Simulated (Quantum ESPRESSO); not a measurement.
The system is As.

```
CELL_PARAMETERS angstrom
1.82500 -5.50000 0.00000
1.82500 5.50000 0.00000
0.00000 0.00000 4.47000
ATOMIC_POSITIONS crystal
As 0.39000 0.61000 0.56000
As 0.89000 0.11000 0.94000
As 0.61000 0.39000 0.44000
As 0.11000 0.89000 0.06000
```

This isn't the form of As at room conditions, which is rhombohedral.

Base run:

| Item | Value |
| --- | --- |
| Program | Quantum ESPRESSO 7.5 |
| Functional | r2SCAN |
| Potentials or basis | SG15 PBE 1.2 |
| Cutoff | 952 eV |
| Density cutoff | 3810 eV |
| k mesh | 8 × 8 × 6 |
| Occupations | fermi-dirac, width 0.05 eV |
| Spin | no spin polarisation |

Its results: pressure 3.0 GPa; largest force 0.155 eV/Å.

The run is repeated on the same cell with these changes: functional from r2SCAN to LDA; potentials or basis from SG15 PBE 1.2 to GBRV 1.5 LDA; cutoff from 952 eV to 612 eV; density cutoff from 3810 eV to 4898 eV. What comes out?

Pressure -1.3 GPa; largest force 0.129 eV/Å.

Caveats: the potentials were made for another functional, which shifts forces and pressure (some runs).
